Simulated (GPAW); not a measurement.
**A GW chain in GPAW: BN (Qingsongite)**

Wanted: ground state, empty states, screening and self-energy for BN (Qingsongite).

Method: PBE and many-body steps on it, plane waves, in GPAW 26.7.0.

### Step 1. Starting point

Symmetry: F-43m, No. 216, cubic system. The conventional cell has a = 3.615 Å, b = 3.615 Å, c = 3.615 Å, α = 90.00°, β = 90.00°, γ = 90.00°. Nearest to B lie 4 N at 1.57 Å. Nearest to N lie 4 B at 1.57 Å. Farther neighbours and most contacts between anions are not listed.

The cell and positions come from the Crystallography Open Database and are kept as given unless a step says otherwise.

### Step 2. Ground state

This step: GPAW 26.7.0; DFT, PBE, plane waves, PAW.

The ground-state density comes first.

Input file run.py:

```python
import json
import numpy as np
from gpaw.mpi import world
from ase import Atoms
from gpaw import GPAW, PW, FermiDirac

atoms = Atoms(['B', 'N'],
    cell=[[0.0000000000, 1.8075000000, 1.8075000000],
      [1.8075000000, 0.0000000000, 1.8075000000],
      [1.8075000000, 1.8075000000, 0.0000000000]],
    scaled_positions=[[0.0000000000, 0.0000000000, 0.0000000000],
      [0.2500000000, 0.2500000000, 0.2500000000]],
    pbc=(True, True, True))
calc = GPAW(mode=PW(600),
    xc='PBE',
    kpts={'size': (12, 12, 12), 'gamma': True},
    occupations=FermiDirac(0.001),
    nbands=-7,
    convergence={'density': 1e-6, 'bands': -3},
    maxiter=100,
    txt='gs.txt')
atoms.calc = calc
res = {'energy': atoms.get_potential_energy()}
kpts = calc.get_ibz_k_points()
res['kpts'] = kpts
res['eigenvalues'] = [calc.get_eigenvalues(kpt=k) for k in range(len(kpts))]
res['n_electrons'] = calc.get_number_of_electrons()
calc.write('gs.gpw')

if world.rank == 0:
    with open('result.json', 'w') as f:
        json.dump(res, f, default=lambda x: x.tolist())
```

Launch:

```
> mpirun -n 4 gpaw python run.py
```

Numbers of over 12 decimals in the logs are rounded to 6 here.

Output:

```text
__  _  _
 | _ |_)|_||  |
 |__||  | ||/\| - 26.7.0

Input parameters:
  mode=PW(ecut=600.0),
  convergence={'density': 1e-06, 'bands': -3},
  kpts=MonkhorstPack(size=(12, 12, 12), gamma=True),
  maxiter=100,
  nbands=-7,
  occupations=Occupations(name='fermi-dirac', width=0.001, fixmagmom=False),
  xc=XC(name='PBE')
  [... matrices ...]
Diagonalizing LCAO Hamiltonian
Converting LCAO to pw mode

          N
       B

Atoms  # Å, Bohr magnetons
|   | symbol |        x |        y |        z |    initial magnetic moments |
| 0 |      B | 0.000000 | 0.000000 | 0.000000 | ( 0.0000,  0.0000,  0.0000) |
| 1 |      N | 0.903750 | 0.903750 | 0.903750 | ( 0.0000,  0.0000,  0.0000) |

Unit cell  # Å
| periodic |        x |        y |        z |  lengths |    angles |
|      yes | 0.000000 | 1.807500 | 1.807500 | 2.556191 | 60.000000 |
|      yes | 1.807500 | 0.000000 | 1.807500 | 2.556191 | 60.000000 |
|      yes | 1.807500 | 1.807500 | 0.000000 | 2.556191 | 60.000000 |

Number of symmetries: 24
Symmetry operations  # r_c * U_cc + t_c -> r_c
|    | kind |            matrix            |
|  0 |  E   |  1, 0, 0,  0, 1, 0,  0, 0, 1 |
|  1 |  σ   |  1, 0, 0,  0, 0, 1,  0, 1, 0 |
|  2 |  σ   |  1, 0,-1,  0, 1,-1,  0, 0,-1 |
|  3 |  C3  |  1, 0,-1,  0, 0,-1,  0, 1,-1 |
|  4 |  C3  |  1,-1, 0,  0,-1, 1,  0,-1, 0 |
|  5 |  σ   |  1,-1, 0,  0,-1, 0,  0,-1, 1 |
|  6 |  σ   |  0, 1, 0,  1, 0, 0,  0, 0, 1 |
|  7 |  C3  |  0, 1, 0,  0, 0, 1,  1, 0, 0 |
|  8 |  C2  |  0, 1,-1,  1, 0,-1,  0, 0,-1 |
|  9 |  S4  |  0, 1,-1,  0, 0,-1,  1, 0,-1 |
| 10 |  C3  |  0, 0, 1,  1, 0, 0,  0, 1, 0 |
| 11 |  σ   |  0, 0, 1,  0, 1, 0,  1, 0, 0 |
| 12 |  S4  |  0, 0,-1,  1, 0,-1,  0, 1,-1 |
| 13 |  C3  |  0, 0,-1,  0, 1,-1,  1, 0,-1 |
| 14 |  S4  |  0,-1, 1,  1,-1, 0,  0,-1, 0 |
| 15 |  C2  |  0,-1, 1,  0,-1, 0,  1,-1, 0 |
| 16 |  C3  |  0,-1, 0,  1,-1, 0,  0,-1, 1 |
| 17 |  S4  |  0,-1, 0,  0,-1, 1,  1,-1, 0 |
| 18 |  S4  | -1, 1, 0, -1, 0, 1, -1, 0, 0 |
| 19 |  C3  | -1, 1, 0, -1, 0, 0, -1, 0, 1 |
| 20 |  C3  | -1, 0, 1, -1, 1, 0, -1, 0, 0 |
| 21 |  S4  | -1, 0, 1, -1, 0, 0, -1, 1, 0 |
| 22 |  σ   | -1, 0, 0, -1, 1, 0, -1, 0, 1 |
| 23 |  C2  | -1, 0, 0, -1, 0, 1, -1, 1, 0 |

BZ-sampling:
  Number of BZ points: 1728
  Number of IBZ points: 72

  Monkhorst-Pack size: [12, 12, 12]
  Monkhorst-Pack shift: [0.041667, 0.041667, 0.041667]

K-points  # in reciprocal-cell coordinates
|     |                                coordinates |     weight |
|   0 | ( -0.00000000,  -0.00000000,  -0.00000000) | 0.00057870 |
|   1 | (  0.08333333,   0.08333333,  -0.00000000) | 0.00347222 |
|   2 | (  0.08333333,   0.08333333,   0.08333333) | 0.00462963 |
|   3 | (  0.16666667,   0.08333333,   0.08333333) | 0.00694444 |
|   4 | (  0.16666667,   0.16666667,  -0.00000000) | 0.00347222 |
|   5 | (  0.16666667,   0.16666667,   0.08333333) | 0.01388889 |
|   6 | (  0.16666667,   0.16666667,   0.16666667) | 0.00462963 |
|   7 | (  0.25000000,   0.16666667,   0.08333333) | 0.01388889 |
|   8 | (  0.25000000,   0.16666667,   0.16666667) | 0.01388889 |
|   9 | (  0.25000000,   0.25000000,  -0.00000000) | 0.00347222 |
| ... |                                            |            |
|  71 | (  0.50000000,   0.50000000,   0.50000000) | 0.00231481 |

Plane wave coefficients: 411
Cutoff: 600.0 eV

Spin-components: 1 (collinear spins)
Bands:           11
Projectors:      10
Spin-degeneracy: 2
Datatype:        complex128

  Storage: CPU
  Wave functions: 5_208_192 bytes (1_302_048 per core)
  Projectors: 9_942_912 bytes (2_485_728 per core)
  [... matrices ...]
Parallelization:
  kpt:    4
  domain: 1
  band:   1

Density:
  Valence electrons: 8.0
  Components: 1
  Grid points: [15 15 15]
  Charge: 0.0  # |e|

Potential:
  Grid points: [15 15 15]

species:
  B:
    name:    Boron
    Z:       5.0
    valence: 3
    core:    2
    charge:  0.0  # [|e|]
    compensation charges:
      type: gauss
      rc: 0.20  # [Å]
      lmax: 2
    cutoffs:
      filter: 1.14  # [Å]
      core: 1.38  # [Å]
    projectors
    | kind |    occ | energy [eV] | rcut [Å] |
    |   2s |  2.000 |      -9.443 |    0.635 |
    |   2p |  1.000 |      -3.606 |    0.635 |
    |    s |        |      17.768 |    0.635 |
    |    p |        |      23.605 |    0.635 |
    |    d |        |       0.000 |    0.635 |

    Using partial waves for B as LCAO basis

  N:
    name:    Nitrogen
    Z:       7.0
    valence: 5
    core:    2
    charge:  0.0  # [|e|]
    compensation charges:
      type: gauss
      rc: 0.18  # [Å]
      lmax: 2
    cutoffs:
      filter: 1.11  # [Å]
      core: 0.96  # [Å]
    projectors
    | kind |    occ | energy [eV] | rcut [Å] |
    |   2s |  2.000 |     -18.583 |    0.603 |
    |   2p |  3.000 |      -7.089 |    0.529 |
    |    s |        |       8.629 |    0.603 |
    |    p |        |      20.123 |    0.529 |
    |    d |        |       0.000 |    0.577 |

    Using partial waves for N as LCAO basis

Reference energy: -2151.211071  # eV

eigensolver:
  PPCG
  Converge bands: -3
  niter=2

density mixing:
  MSR1-Mixer
  Pratt-step length: 0.05
  Maximum mixing coefficient: 0.75
  Old densities: 10
  SVD Regularization: 0.005
  Good broyden scale: 1.0
  Trust region scale: 1.0
  Backstep threshold: 4.0
  History deletion threshold: 6.0
  Fourier metric: weight=20.0, sigma=0.015

occupation numbers:
  Fermi-Dirac:
    width: 0.0010  # eV

poisson solver:
  ecut: 4800.0  # eV

xc functional:
  name: PBE with 2 nearest neighbor stencil

Initialization done in: 1.198 s

convergence criteria:
- Maximum integral of absolute [dens]ity change: 1e-06 electrons / valence electron
- Maximum [total energy] change in last 3 cyles: 0.0005 eV / valence electron
- Maximum integral of absolute [eigenst]ate change: 4e-08 eV^2 / valence electron
maximum number of iterations: 100

SCF iterations
|iter     |     time |      energy | eigst |  dens |
|iter:   1|  |  -18.122923 | +1.23 |       |
|iter:   2|  |  -17.956520 | -0.56 | -0.74 |
|iter:   3|  |  -17.327259 | -1.08 | -0.79 |
|iter:   4|  |  -17.319305 | -2.37 | -1.38 |
|iter:   5|  |  -17.318938 | -3.15 | -1.83 |
|iter:   6|  |  -17.319000c| -4.70 | -2.59 |
|iter:   7|  |  -17.319000c| -6.32 | -3.56 |
|iter:   8|  |  -17.319000c| -8.07c| -4.31 |
|iter:   9|  |  -17.319000c| -8.40c| -5.43 |
|iter:  10|  |  -17.319000c| -9.38c| -6.12c|

Converged in 10 steps
SCF loop duration: 1.307 s (0.131 s/step)
Energy contributions relative to reference atoms: (reference = -2151.211071)
  [... matrices ...]
Energy contributions:
  Kinetic:          15.379270
  Coulomb:         -14.392317
  Zero:             -0.001229
  External:          0.000000
  Xc:              -18.304724
  Entropy:          -0.000000
  Spinorbit:         0.000000
  ----------------------------
  Free energy:     -17.319000
  Extrapolated:    -17.319000

dipole moment: (-7.307154, -7.307154, -7.307154)  # |e|*Ang

Fermi level: 12.317
Eigenvalues  # (at kpt = [-0.000, -0.000, -0.000])
| band index |      eig [eV] | occ [0-2] |
|          0 |       -10.152 |     2.000 |
|          1 |        10.095 |     2.000 |
|          2 |        10.095 |     2.000 |
|          3 |        10.095 |     2.000 |
|          4 |        18.923 |     0.000 |
|          5 |        18.923 |     0.000 |
|          6 |        18.923 |     0.000 |
|          7 |        20.427 |     0.000 |
|          8 |        34.855 |     0.000 |
|          9 |        37.983 |     0.000 |
|         10 |        38.126 |     0.000 |

Gap: 4.457 eV
Transition (v -> c):
  (s=0, k=0, n=3, [-0.00, -0.00, -0.00]) -> (s=0, k=65, n=4, [0.50, 0.50, -0.00])
Direct/indirect transitions are different
Direct gap: 8.828 eV
Transition at: (s=0, k=0, n=3, [-0.00, -0.00, -0.00])
# Writing to gs.gpw (mode='')
  [... matrices ...]
```

Run time: 4.2 s. Hardware: 4 MPI ranks of Intel Xeon Platinum 8488C (Sapphire Rapids), shared host; peak memory 0.6 GiB; 16 s of CPU time.

Numbers from this step:

```yaml
total_energy: -17.32 eV
gap: 4.457 eV
k_of_the_valence_top: 0, 0, 0
k_of_the_conduction_bottom: 0.5, 0.5, 0
least_direct_gap: 8.828 eV
```

The gap is indirect, with the least direct gap 4.37 eV higher.

### Step 3. Bands along the symmetry lines

The cheap functional maps the bands first; the places of the edges decide which points the dearer methods must see.

Input file run.py:

```python
import json
import numpy as np
from gpaw.mpi import world
from gpaw import GPAW

path = [[0.000000, 0.000000, 0.000000],
    [-0.062500, -0.062500, 0.000000],
    [-0.125000, -0.125000, 0.000000],
    [-0.187500, -0.187500, 0.000000],
    [-0.250000, -0.250000, 0.000000],
    [-0.312500, -0.312500, 0.000000],
    [-0.375000, -0.375000, 0.000000],
    [-0.437500, -0.437500, 0.000000],
    [-0.500000, -0.500000, 0.000000],
    [-0.484375, -0.484375, 0.031250],
    [-0.468750, -0.468750, 0.062500],
    [-0.453125, -0.453125, 0.093750],
    [-0.437500, -0.437500, 0.125000],
    [-0.421875, -0.421875, 0.156250],
    [-0.406250, -0.406250, 0.187500],
    [-0.390625, -0.390625, 0.218750],
    [-0.375000, -0.375000, 0.250000],
    [-0.375000, 0.000000, 0.375000],
    [-0.328125, 0.000000, 0.328125],
    [-0.281250, 0.000000, 0.281250],
    [-0.234375, 0.000000, 0.234375],
    [-0.187500, 0.000000, 0.187500],
    [-0.140625, 0.000000, 0.140625],
    [-0.093750, 0.000000, 0.093750],
    [-0.046875, 0.000000, 0.046875],
    [0.000000, 0.000000, 0.000000],
    [0.000000, 0.000000, 0.062500],
    [0.000000, 0.000000, 0.125000],
    [0.000000, 0.000000, 0.187500],
    [0.000000, 0.000000, 0.250000],
    [0.000000, 0.000000, 0.312500],
    [0.000000, 0.000000, 0.375000],
    [0.000000, 0.000000, 0.437500],
    [-0.000000, -0.000000, 0.500000],
    [-0.062500, -0.031250, 0.468750],
    [-0.125000, -0.062500, 0.437500],
    [-0.187500, -0.093750, 0.406250],
    [-0.250000, -0.125000, 0.375000],
    [-0.312500, -0.156250, 0.343750],
    [-0.375000, -0.187500, 0.312500],
    [-0.437500, -0.218750, 0.281250],
    [-0.500000, -0.250000, 0.250000],
    [-0.500000, -0.281250, 0.218750],
    [-0.500000, -0.312500, 0.187500],
    [-0.500000, -0.343750, 0.156250],
    [-0.500000, -0.375000, 0.125000],
    [-0.500000, -0.406250, 0.093750],
    [-0.500000, -0.437500, 0.062500],
    [-0.500000, -0.468750, 0.031250],
    [-0.500000, -0.500000, 0.000000]]
calc = GPAW('gs.gpw').fixed_density(kpts=path,
    symmetry='off',
    nbands=14,
    convergence={'bands': 10},
    txt='bands.txt')
res = {}
kpts = calc.get_ibz_k_points()
res['kpts'] = kpts
res['eigenvalues'] = [calc.get_eigenvalues(kpt=k) for k in range(len(kpts))]
res['n_electrons'] = calc.get_number_of_electrons()

if world.rank == 0:
    with open('result.json', 'w') as f:
        json.dump(res, f, default=lambda x: x.tolist())
```

Launch:

```
> mpirun -n 4 gpaw python run.py
```

Output:

```text
Diagonalizing LCAO Hamiltonian
Converting LCAO to pw mode
convergence criteria:
- Maximum integral of absolute [eigenst]ate change: 4e-08 eV^2 / valence electron
maximum number of iterations: 100

SCF iterations
|iter     |     time |      energy | eigst |  dens |
|iter:   1|  |             | +2.44 |       |
|iter:   2|  |             | +0.60 |       |
|iter:   3|  |             | -1.06 |       |
|iter:   4|  |             | -3.12 |       |
|iter:   5|  |             | -5.30 |       |
|iter:   6|  |             | -6.73 |       |
|iter:   7|  |             | -8.26c|       |
SCF steps: 7
  __  _  _
 | _ |_)|_||  |
 |__||  | ||/\| - 26.7.0

Input parameters:
  mode=PW(ecut=600.0),
  convergence={'bands': 10},
  gpts=array([15, 15, 15]),
  kpts=KPoints(kpts=array([[ 0.      ,  0.      ,  0.      ],
         [-0.0625  , -0.0625  ,  0.      ],
         [-0.125   , -0.125   ,  0.      ],
         [-0.1875  , -0.1875  ,  0.      ],
[...]
[-0.484375, -0.484375,  0.03125 ],
[...]
[-0.453125, -0.453125,  0.09375 ],
[...]
[-0.421875, -0.421875,  0.15625 ],
[...]
[-0.390625, -0.390625,  0.21875 ],
[...]
[-0.328125,  0.      ,  0.328125],
[...]
[-0.234375,  0.      ,  0.234375],
[...]
[-0.140625,  0.      ,  0.140625],
[...]
[-0.046875,  0.      ,  0.046875],
         [ 0.      ,  0.      ,  0.      ],
         [ 0.      ,  0.      ,  0.0625  ],
         [ 0.      ,  0.      ,  0.125   ],
[...]
[ 0.      ,  0.      ,  0.375   ],
         [ 0.      ,  0.      ,  0.4375  ],
[...]
[-0.5     , -0.4375  ,  0.0625  ],
         [-0.5     , -0.46875 ,  0.03125 ],
         [-0.5     , -0.5     ,  0.      ]])),
  maxiter=100,
  nbands=14,
  occupations=Occupations(name='fermi-dirac', width=0.001, fixmagmom=False),
  parallel={},
  symmetry=Symmetry(point_group=False, time_reversal=False),
  xc=XC(name='PBE')
  [... matrices ...]
timing:  # [seconds]
  Total: 0.037  # ━━━━━━━━━━━━━━━━━━━━━━━━━━━━━━━━━━━━━━━━━━━━━━━━━━━━━━━━━━━
```

Elapsed: 3.5 s, on 4 MPI ranks; peak memory 0.52 GiB; 13 s of CPU time.

Numbers from this step:

* gap: 4.457 eV
* k of the valence top: 0, 0, 0
* k of the conduction bottom: -0.5, -0.5, 0
* least direct gap: 8.828 eV

The gap is 4.457 eV, as in the run before at this level.

The electronic bands at the labelled points (eV, zero at the top of the highest filled band; v1 is the highest filled band, c1 the lowest empty one):

```
    point      v4      v3     v2     v1     c1     c2     c3     c4
        Γ  -20.25    0.00   0.00   0.00   8.83   8.83   8.83  10.33
  halfway  -18.29   -3.98  -2.99  -2.99   6.80  11.56  13.47  13.47
        X  -14.67   -8.91  -4.90  -4.90   4.46   9.23  17.96  17.96
  halfway  -14.60   -8.70  -5.97  -4.69   5.41  10.18  17.36  17.57
        U  -14.59   -8.13  -7.67  -4.08   6.91  12.88  15.84  16.70
jump to K  -14.59   -8.13  -7.67  -4.08   6.91  12.88  15.84  16.70
  halfway  -18.07   -5.75  -3.91  -1.11  10.65  10.72  11.21  13.57
        Γ  -20.25    0.00   0.00   0.00   8.83   8.83   8.83  10.33
  halfway  -18.77   -5.48  -1.12  -1.12   9.64  10.35  10.35  13.59
        L  -16.04  -10.69  -1.93  -1.93  10.14  10.72  10.72  15.27
  halfway  -15.34   -9.70  -4.83  -3.44   9.60  11.18  14.39  15.79
        W  -14.36   -7.58  -6.97  -6.51   9.61  13.31  14.51  14.68
  halfway  -14.52   -8.50  -5.77  -5.71   6.52  10.90  16.26  17.45
        X  -14.67   -8.91  -4.90  -4.90   4.46   9.23  17.96  17.96
```

The electronic bands as a text plot (rows in eV, shown from -8.0 to 10.5 only):

```
   10.1 |+ ++     +    +      ++ ++++ ++   +++++++++++        +
    9.3 | +        ++++     ++     +++  +++++         ++++++   ++
    8.5 |++++                         ++                    +
    7.8 |    +             +
    7.0 |     ++          +
    6.2 |       ++       +                                   +
    5.5 |         +    ++                                     +
    4.7 |          ++++                                        ++
    3.9 |
    3.2 |
    2.4 |
    1.6 |
    0.8 |
    0.1 |*                         ******
   -0.7 | *                      **  *  ****
   -1.5 |  **                 ***  **       ****
   -2.2 |    *                   ****    **     *****
   -3.0 |     **            **                      **
   -3.8 |     ****        **    ***        *         **
   -4.5 |         ********                            **
   -5.3 |       **    *       **            *           *     ***
   -6.1 |              **   **  *                      * * ***
   -6.8 |         *           **                        ****
   -7.6 |                ***                 **          ***
         Γ           X  U|K            Γ         L        W     X
```

### Step 4. Empty states on the mesh, 8×8×8 mesh, 185 bands

The sums over transitions need many empty states on a uniform mesh; this step solves for them.

Input file run.py:

```python
import json
import numpy as np
from gpaw.mpi import world
from gpaw import GPAW

calc = GPAW('gs.gpw').fixed_density(kpts={'size': (8, 8, 8), 'gamma': True},
    parallel={'domain': 1, 'band': 1},
    txt='nscf.txt')
calc.diagonalize_full_hamiltonian(nbands=185)
calc.write('full.gpw', mode='all')
res = {}
kpts = calc.get_ibz_k_points()
res['kpts'] = kpts
res['eigenvalues'] = [calc.get_eigenvalues(kpt=k) for k in range(len(kpts))]
res['n_electrons'] = calc.get_number_of_electrons()

if world.rank == 0:
    with open('result.json', 'w') as f:
        json.dump(res, f, default=lambda x: x.tolist())
```

Launch:

```
> mpirun -n 4 gpaw python run.py
```

Output:

```text
Diagonalizing LCAO Hamiltonian
Converting LCAO to pw mode
convergence criteria:
- Maximum integral of absolute [eigenst]ate change: 4e-08 eV^2 / valence electron
maximum number of iterations: 100

SCF iterations
|iter     |     time |      energy | eigst |  dens |
|iter:   1|  |             | +1.31 |       |
|iter:   2|  |             | -0.43 |       |
|iter:   3|  |             | -2.62 |       |
|iter:   4|  |             | -4.35 |       |
|iter:   5|  |             | -6.15 |       |
|iter:   6|  |             | -7.59c|       |
SCF steps: 6
  __  _  _
 | _ |_)|_||  |
 |__||  | ||/\| - 26.7.0

Input parameters:
  mode=PW(ecut=600.0),
  convergence={'density': 1e-06, 'bands': -3},
  gpts=array([15, 15, 15]),
  kpts=MonkhorstPack(size=(8, 8, 8), gamma=True),
  maxiter=100,
  nbands=11,
  occupations=Occupations(name='fermi-dirac', width=0.001, fixmagmom=False),
  parallel={'domain': 1, 'band': 1},
  xc=XC(name='PBE')
Matrix size: 411x411
# Writing to full.gpw (mode='all')
  [... matrices ...]

timing:  # [seconds]
  Total: 0.888  # ━━━━━━━━━━━━━━━━━━━━━━━━━━━━━━━━━━━━━━━━━━━━━━━━━━━━━━━━━━━
```

The job ended after 4.1 s (4 MPI ranks; peak memory 0.7 GiB; 15 s of CPU time).

This step gave:

* gap: 4.457 eV
* k of the valence top: 0, 0, 0
* k of the conduction bottom: 0.5, 0.5, 0
* least direct gap: 8.828 eV
* k points computed: 29
* lowest point of the top converged band, above the valence top: 326.8667 eV

On this mesh the gap is 4.457 eV.

(Continued in part 2 of 2.)

[Paths, hosts, dates, memory and timing lines, banners, echoed tables and standing remarks are left out of the program output.]

[Logs are printed without paths, hosts, clocks, repeated set-up lines and the standing remarks that a program may print on its own settings, such as how far it seeks lower states.]

[Runs of the session that timed out or met a known fault of the program may be left out.]

[Hosts, paths, dates, database ids (printed as entryN), source tags and the programs' standing remarks are cut or masked in the printed files.]
